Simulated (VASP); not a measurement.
# Y, energy along a vibration (SMASS = -2): which settings are enough?

Y, Fm-3m (no. 225), atoms displaced along the mode, 2 atoms in the cell. PBE, energy along a line of displacements; PAW potentials Y_sv (PBE set). VASP 6.6.1.

Wanted: harmonic frequency within 1 %.

Space group without the displacement: Fm-3m (no. 225); Mode: longitudinal mode at X.

POSCAR of the starting run:
```
Y
1.0
    2.5519910612      2.5519910612      0.0000000000
   -2.5519910612      2.5519910612      0.0000000000
    0.0000000000      0.0000000000      5.1039821224
Y
2
Direct
    0.0000000000      0.0000000000     -0.0078370180
    0.5000000000      0.5000000000      0.5078370180

    0.0000000000   0.0000000000   0.0100000000
    0.0000000000   0.0000000000  -0.0100000000
```

The series start from k mesh: 5 × 5 × 4; Cutoff (eV): 270; Step along the mode (Å): 0.02; Smearing width (eV): 0.15. Each series keeps the choices made before it, and each single choice may use up half of a tolerance.

## k mesh

| k mesh | Harmonic frequency (THz) | Time (s) |
|---|---|---|
| 2 × 2 × 2 | -6.705 | 27 |
| 3 × 3 × 3 | 4.031 | 26 |
| 4 × 4 × 3 | 4.356 | 32 |
| 5 × 5 × 4 | 3.204 | 46 |
| 7 × 7 × 5 | 3.401 | 86 |
| 8 × 8 × 6 | 3.842 | 110 |
| 11 × 11 × 8 (reference) | 3.778 | 275 |

Chosen: 11 × 11 × 8; the next looser run is off by more than half of the tolerance, so convergence isn't shown beyond this value.

## Cutoff (eV)

| Cutoff (eV) | Harmonic frequency (THz) | Time (s) |
|---|---|---|
| 150 | 4.858 | 118 |
| 180 | 3.828 | 120 |
| 210 | 3.806 | 194 |
| 240 | 3.801 | 237 |
| 270 | 3.778 | 275 |
| 310 (reference) | 3.779 | 326 |

Chosen: 270, the loosest value from which every tighter one stays within half of the tolerance.

## Smearing width (eV)

| Smearing width (eV) | Harmonic frequency (THz) | Time (s) |
|---|---|---|
| 0.4 | 3.379 | 305 |
| 0.3 | 3.496 | 307 |
| 0.2 | 3.701 | 308 |
| 0.15 | 3.767 | 344 |
| 0.1 (reference) | 3.782 | 378 |

Chosen: 0.15.

Also changed on the way, by series that aren't shown: Step along the mode (Å): 0.04.

## All choices together

| Input | Harmonic frequency (THz) | Time (s) |
|---|---|---|
| defaults on a coarse mesh (naive) | 2.391 | 3.9 |
| chosen settings | 3.767 | 344 |
| reference settings throughout | 3.764 | 324 |

The chosen settings stay within the tolerance of the reference run, but the reference itself isn't shown to be converged in: k mesh.

## The input

INCAR:
```
GGA      = PE             # functional
PREC     = Accurate       # precision mode
ENCUT    = 270            # plane-wave cutoff, eV
EDIFF    = 1E-7           # SCF threshold, eV
ALGO     = Normal         # electronic algorithm
LREAL    = False          # projectors in reciprocal space
LASPH    = True           # aspherical terms in the spheres
ISMEAR   = 1              # smearing method
SIGMA    = 0.15           # smearing width, eV
ISYM     = 0            
LWAVE    = False          # write WAVECAR
LCHARG   = False          # write CHGCAR
IBRION   = 0              # ionic algorithm
SMASS    = -2           
POTIM    = 1              # step
NSW      = 9              # ionic steps
NELMIN   = 4            
IWAVPR   = 11           
KPAR     = 2             
```

KPOINTS:
```
Automatic mesh
0
Gamma
  11 11 8
  0 0 0
```

POSCAR:
```
Y
1.0
    2.5519910612      2.5519910612      0.0000000000
   -2.5519910612      2.5519910612      0.0000000000
    0.0000000000      0.0000000000      5.1039821224
Y
2
Direct
    0.0000000000      0.0000000000     -0.0156740361
    0.5000000000      0.5000000000      0.5156740361

    0.0000000000   0.0000000000   0.0200000000
    0.0000000000   0.0000000000  -0.0200000000
```

Commands:
```
cat potpaw_PBE.64/Y_sv/POTCAR > POTCAR
mpirun -np 2 vasp_std > vasp.out
```

The chosen input took VASP 6.6.1 344 s on 2 cores (Intel Xeon Platinum 8375C @ 2.90GHz (Ice Lake)), a shared host.

## An input that fails: POTIM multiplies the typed steps tenfold

It runs to its end, but against the unchanged starting input it is off by 1239 % in the harmonic frequency.

Changes against the starting input:
```
- POTIM = 1
+ POTIM = 10
```
